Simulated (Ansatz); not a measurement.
# Tin, fcc under RPBE: structure, energy and stiffness

The plan for tin in the fcc structure: relax it, solve it on a dense k-mesh, then scale the cell to 7 volumes from 88 to 112 % of the relaxed one and try a fit of the equation of state. Spin polarisation is left out. The k-meshes are 11×11×11 for the relaxation; 18×18×18 for the dense run; 13×13×13 for the volumes.

Method: DFT RPBE, plane waves (420 eV) with PAW, scalar-relativistic; PBE-made PAW files, in Ansatz 0.2.0.

### Step 1. The starting structure

It takes space group Fm-3m (No. 225, cubic). Conventional cell: a = 4.822 Å, b = 4.822 Å, c = 4.822 Å, α = 90.00°, β = 90.00°, γ = 90.00°. Sn (site symmetry m-3m) has 12 Sn at 3.41 Å as nearest neighbours.

As a file:

```
Sn
1.0
     0.00000    2.41114    2.41114
     2.41114    0.00000    2.41114
     2.41114    2.41114    0.00000
Sn
1
Direct
  0.00000 0.00000 0.00000
```

### Step 2. Relaxing cell and atoms

The input, input.yaml:

```yaml
crystal:
  lattice:
    - [0.0, 2.4111428816, 2.4111428816]
    - [2.4111428816, 0.0, 2.4111428816]
    - [2.4111428816, 2.4111428816, 0.0]
  atoms:
    - { symbol: Sn, position: [0.0, 0.0, 0.0] }
hamiltonian:
  xc: rpbe
  pseudopotentials:
    kind: paw
    azcp:
      Sn: "pseudopotentials/Sn.paw.azcp"
basis:
  ecutwfc: 420
  fft_grid_basis: typed
kpoints:
  mp_grid: { grid: [11, 11, 11], shift: [0, 0, 0] }
magnetization:
  spin_polarized: false
scf:
  occupations: { method: fermi_dirac, width: 0.1 }
relax:
  max_steps: 60
  f_tol: 0.01
  cell: {}
output:
  write_density: true
  write_potential: true
  elf: true
  volumetric_format: npy
```

On the command line:

```
$ ansatz run input.yaml --threads 2 --pin off --max-ram 5120MiB --backend cpu --events-out ev --progress --plain --runs-dir out
```

Output (excerpt; [...] marks lines left out):

```text
Warning: RAYON_NUM_THREADS=2 ignored (pool sized by the plan → 2); use --threads N
[...]
Pseudopotentials: kind: paw
Pseudopotential: Sn, paw, valence charge 14, recommended cutoff 420 eV (normal), <dir>
Functional definition: RPBE
[...]
Crystal: 1 atoms, lattice volume = 28.035 Å³
Basis set: ecut = 420 eV, 537 PW (Γ), exchange–correlation on 48×48×48 points (8 copies of the dense FFT grid, shifted against one another)
Bands: 11, of which v1, the nominal top of the filled ones, is band 7 counted from 1 (6 counted from 0)
Symmetry: 48 space group operations
Space group: Fm-3m (ITA 225), of the structure as read, at distance tolerance 3.0e-5 Å
k-points: 56 of 1331
[...]
SCF iter   1: F=—  HF=-6032.716591 eV  |F-HF|=—  |Δ(HF+E_count)|=         —  Δρ=2.24e-3  dr2=8.14e-4  ethr=1.77e-3  ⟨swp⟩=5.0  Hψ=3607  notcnv=0
[...]
relax step   1: F+E_penalty+E_count = -6032.71578238 eV  Δ(F+E_penalty+E_count) = +0.000e0 eV  max|allowed force component| = 0.000e0 eV/Å  Δτ_max = 0.0000 Å  P = +1.381 GPa  Ω = 28.035 Å³  (6 SCF iters, accepted)
[...]
relax step   2: F+E_penalty+E_count = -6032.71915859 eV  Δ(F+E_penalty+E_count) = -3.376e-3 eV  max|allowed force component| = 0.000e0 eV/Å  Δτ_max = 0.0000 Å  P = -0.023 GPa  Ω = 28.903 Å³  energy of the carried Pulay correction = -1.971e-4 eV  (4 SCF iters, dr2 threshold 1.00e-7 eV, accepted)
[...]
relax step   3: F+E_penalty+E_count = -6032.71934743 eV  Δ(F+E_penalty+E_count) = -1.888e-4 eV  max|allowed force component| = 0.000e0 eV/Å  Δτ_max = 0.0000 Å  P = -0.026 GPa  Ω = 28.903 Å³  stress off target by 2.58e-2 GPa  SCF on the basis re-selected at this cell (its energy is not [...]
SCF converged after 5 iterations
Free energy (F): -6032.719347 eV
[...]
E sigma→0 (E₀):  -6032.711480 eV
Entropy (-TS):   -0.015735 eV (-15.735 meV/atom)
Fermi energy:    10.137694 eV
[...]
--- Forces (eV/Å), atoms counted from 1 ---
  atom   1  Sn    -0.00000000    -0.00000000    -0.00000000
[...]
--- Stress (GPa, compression-positive) ---
       -0.025799       0.000000       0.000000
        0.000000      -0.025799       0.000000
        0.000000       0.000000      -0.025799
  P = ⅓ Tr σ = -0.0258 GPa (-0.258 kbar)
--- Band table (eV; the first three rows and the last of 56) ---
  k-point 0: bands = ["-11.4578", "-11.4578", "-11.4578", "-11.3962", "-11.3962", "-0.5454", "17.3999", "17.3999", "17.3999", "20.6254", "21.5519"]
[...]
--- Relaxed structure (2 steps of the walk, 2 accepted, 1 SCFs on fresh bases) ---
  F+E_penalty+E_count = -6032.71934743 eV   max|allowed force component| = 0.000e0 eV/Å   (the final SCF, on the basis selected at the relaxed cell)
  cell:  # Å, volume = 28.9030 Å³
    - [-1.273843008223897e-35, 2.4357768229106393, 2.4357768229106393]
    - [2.4357768229106393, -5.095372032895589e-35, 2.4357768229106393]
    - [2.4357768229106393, 2.4357768229106393, -1.1464587074015077e-34]
  atoms:
    - { symbol: Sn, position: [0.0, 0.0, 0.0] }
```

Run time: 1.9 s. Hardware: 2 threads of Intel Xeon Platinum 8488C (Sapphire Rapids), shared host; peak memory 0.4 GiB.

Relaxation path:

```csv
step,energy change (meV/atom),largest force (eV/Å),pressure (GPa),volume (Å³/atom)
1,0.00,0.0000,1.38,28.035
2,-3.38,0.0000,-0.02,28.903
3,-3.57,0.0000,-0.03,28.903
```

Steps that repeat a cell are solved on a basis chosen anew, so their changes of energy are no gain of the relaxation.

The cell of the run, before and after:

|  | before | after | change |
| --- | --- | --- | --- |
| a (Å) | 3.410 | 3.445 | +1.0 % |
| b (Å) | 3.410 | 3.445 | +1.0 % |
| c (Å) | 3.410 | 3.445 | +1.0 % |
| volume (Å³/atom) | 28.035 | 28.903 | +3.1 % |
| shortest distance (Å) | 3.410 | 3.445 | +1.0 % |
| space group (spins left aside) | Fm-3m | Fm-3m | same |

### Step 3. Single point on a dense mesh

The input, input.yaml:

```yaml
crystal:
  lattice:
    - [0.0, 2.4357768229, 2.4357768229]
    - [2.4357768229, 0.0, 2.4357768229]
    - [2.4357768229, 2.4357768229, 0.0]
  atoms:
    - { symbol: Sn, position: [0.0, 0.0, 0.0] }
hamiltonian:
  xc: rpbe
  pseudopotentials:
    kind: paw
    azcp:
      Sn: "pseudopotentials/Sn.paw.azcp"
basis:
  ecutwfc: 420
  fft_grid_basis: typed
kpoints:
  mp_grid: { grid: [18, 18, 18], shift: [0, 0, 0] }
magnetization:
  spin_polarized: false
scf:
  occupations: { method: fermi_dirac, width: 0.1 }
```

On the command line:

```
$ ansatz run input.yaml --threads 2 --pin off --max-ram 5120MiB --backend cpu --events-out ev --progress --plain --runs-dir out
```

Output (excerpt; [...] marks lines left out):

```text
Warning: RAYON_NUM_THREADS=2 ignored (pool sized by the plan → 2); use --threads N
[...]
[... 3 set-up lines as earlier in the session ...]
[...]
Crystal: 1 atoms, lattice volume = 28.903 Å³
Basis set: ecut = 420 eV, 537 PW (Γ)
Bands: 11, of which v1, the nominal top of the filled ones, is band 7 counted from 1 (6 counted from 0)
[... 1 set-up line as earlier in the session ...]
Space group: Fm-3m (ITA 225), of the structure as read, at distance tolerance 3.1e-5 Å
k-points: 195 of 5832
[...]
SCF iter   1: F=—  HF=-6032.715013 eV  |F-HF|=—  |Δ(HF+E_count)|=         —  Δρ=2.28e-3  dr2=8.17e-4  ethr=1.77e-3  ⟨swp⟩=5.0  Hψ=12536  notcnv=0
[...]
SCF iter   6: F=-6032.714227 eV  HF=-6032.714227 eV  |F-HF|=1.82e-12  |Δ(HF+E_count)|=  3.00e-11  Δρ=2.68e-7  dr2=1.88e-11  ethr=7.99e-12  ⟨swp⟩=1.0  Hψ=6343  notcnv=0
[...]
SCF converged after 6 iterations
Free energy (F): -6032.714227 eV
[...]
E sigma→0 (E₀):  -6032.704466 eV
Entropy (-TS):   -0.019522 eV (-19.522 meV/atom)
Fermi energy:    10.154474 eV
[...]
```

Run time: 1.5 s. Hardware: 2 threads of Intel Xeon Platinum 8488C (Sapphire Rapids), shared host; peak memory 0.4 GiB.

### Step 4. Equation of state: 88 %

The input, input.yaml:

```yaml
crystal:
  lattice:
    - [0.0, 2.3341658873, 2.3341658873]
    - [2.3341658873, 0.0, 2.3341658873]
    - [2.3341658873, 2.3341658873, 0.0]
  atoms:
    - { symbol: Sn, position: [0.0, 0.0, 0.0] }
hamiltonian:
  xc: rpbe
  pseudopotentials:
    kind: paw
    azcp:
      Sn: "pseudopotentials/Sn.paw.azcp"
basis:
  ecutwfc: 420
  fft_grid_basis: typed
kpoints:
  mp_grid: { grid: [13, 13, 13], shift: [0, 0, 0] }
magnetization:
  spin_polarized: false
scf:
  occupations: { method: fermi_dirac, width: 0.1 }
  lower_state_search: "off"
output:
  stress: true
  write_density: true
  write_potential: true
  elf: true
  volumetric_format: npy
```

On the command line:

```
$ ansatz run input.yaml --threads 2 --pin off --max-ram 5120MiB --backend cpu --events-out ev --progress --plain --runs-dir out
```

Output (excerpt; [...] marks lines left out):

```text
Warning: RAYON_NUM_THREADS=2 ignored (pool sized by the plan → 2); use --threads N
[...]
[... 3 set-up lines as earlier in the session ...]
[...]
Crystal: 1 atoms, lattice volume = 25.435 Å³
Basis set: ecut = 420 eV, 531 PW (Γ)
Bands: 11, of which v1, the nominal top of the filled ones, is band 7 counted from 1 (6 counted from 0)
[... 1 set-up line as earlier in the session ...]
Space group: Fm-3m (ITA 225), of the structure as read, at distance tolerance 2.9e-5 Å
k-points: 84 of 2197
[...]
SCF iter   1: F=—  HF=-6032.645270 eV  |F-HF|=—  |Δ(HF+E_count)|=         —  Δρ=2.78e-3  dr2=9.85e-4  ethr=1.77e-3  ⟨swp⟩=4.9  Hψ=5460  notcnv=0
[...]
SCF iter   6: F=-6032.644516 eV  HF=-6032.644516 eV  |F-HF|=7.28e-12  |Δ(HF+E_count)|=  9.28e-11  Δρ=2.58e-7  dr2=8.57e-12  ethr=1.02e-11  ⟨swp⟩=4.5  Hψ=4266  notcnv=0
[...]
SCF converged after 6 iterations
Free energy (F): -6032.644516 eV
[...]
E sigma→0 (E₀):  -6032.636066 eV
Entropy (-TS):   -0.016901 eV (-16.901 meV/atom)
Fermi energy:    12.098535 eV
[...]
--- Stress (GPa, compression-positive) ---
        7.147701       0.000000      -0.000000
        0.000000       7.147701      -0.000000
       -0.000000       0.000000       7.147701
  P = ⅓ Tr σ = 7.1477 GPa (71.477 kbar)
--- Band table (eV; the first three rows and the last of 84) ---
  k-point 0: bands = ["-9.6218", "-9.6218", "-9.6218", "-9.5266", "-9.5266", "0.4190", "20.3680", "20.3680", "20.3680", "22.6590", "24.2428"]
[...]
```

It took 1.1 s on 2 threads of Intel Xeon Platinum 8488C (Sapphire Rapids), shared host; peak memory 0.39 GiB.

Axes a, b and c in the maps are those of this run's conventional cell (a, b, c = 4.668, 4.668, 4.668 Å).

Density in a lattice plane of the grid's cell (edges 4.67 and 4.67 Å, at 0.000 of the third edge), which holds Sn.

Values in e/Å³, 12 rows by 12 columns:
```
 8.10  4.20  0.89  0.24  0.12  0.08  0.07  0.08  0.12  0.24  0.89  4.20
 1.38  0.89  0.36  0.18  0.13  0.12  0.12  0.12  0.13  0.18  0.36  0.89
 0.28  0.24  0.18  0.16  0.18  0.24  0.28  0.24  0.18  0.16  0.18  0.24
 0.12  0.12  0.13  0.18  0.36  0.89  1.38  0.89  0.36  0.18  0.13  0.12
 0.07  0.08  0.12  0.24  0.89  4.20  8.10  4.20  0.89  0.24  0.12  0.08
 0.06  0.07  0.12  0.28  1.38  8.10 16.58  8.10  1.38  0.28  0.12  0.07
 0.07  0.08  0.12  0.24  0.89  4.20  8.10  4.20  0.89  0.24  0.12  0.08
 0.12  0.12  0.13  0.18  0.36  0.89  1.38  0.89  0.36  0.18  0.13  0.12
 0.28  0.24  0.18  0.16  0.18  0.24  0.28  0.24  0.18  0.16  0.18  0.24
 1.38  0.89  0.36  0.18  0.13  0.12  0.12  0.12  0.13  0.18  0.36  0.89
 8.10  4.20  0.89  0.24  0.12  0.08  0.07  0.08  0.12  0.24  0.89  4.20
16.58  8.10  1.38  0.28  0.12  0.07  0.06  0.07  0.12  0.28  1.38  8.10
```
Columns run along the first of these edges and rows up along the second, over one cell in 12 and 12 even steps from the bottom left corner. Atoms in the plane (fractional): Sn at (0.00, 0.00), Sn at (0.50, 0.50).

ELF in the same plane.

Values, 12 rows by 12 columns:
```
0.02 0.11 0.33 0.34 0.26 0.15 0.13 0.15 0.26 0.34 0.33 0.11
0.30 0.33 0.33 0.35 0.27 0.26 0.28 0.26 0.27 0.35 0.33 0.33
0.33 0.34 0.35 0.32 0.35 0.34 0.33 0.34 0.35 0.33 0.35 0.34
0.28 0.26 0.27 0.35 0.33 0.33 0.30 0.33 0.33 0.35 0.27 0.26
0.13 0.15 0.26 0.34 0.33 0.11 0.02 0.11 0.33 0.34 0.26 0.15
0.10 0.13 0.28 0.33 0.30 0.02 0.00 0.02 0.30 0.33 0.28 0.13
0.13 0.15 0.26 0.34 0.33 0.11 0.02 0.11 0.33 0.34 0.26 0.15
0.28 0.26 0.27 0.35 0.33 0.33 0.30 0.33 0.33 0.35 0.27 0.26
0.33 0.34 0.35 0.33 0.35 0.34 0.33 0.34 0.35 0.32 0.35 0.34
0.30 0.33 0.33 0.35 0.27 0.26 0.28 0.26 0.27 0.35 0.33 0.33
0.02 0.11 0.33 0.34 0.26 0.15 0.13 0.15 0.26 0.34 0.33 0.11
0.00 0.02 0.30 0.33 0.28 0.13 0.10 0.13 0.28 0.33 0.30 0.02
```
Columns run along the first of these edges and rows up along the second, over one cell in 12 and 12 even steps from the bottom left corner. Atoms in the plane (fractional): Sn at (0.00, 0.00), Sn at (0.50, 0.50).

Both are smooth fields of the valence electrons: close to the nuclei they are not physical.

[end of part 1 of 2]
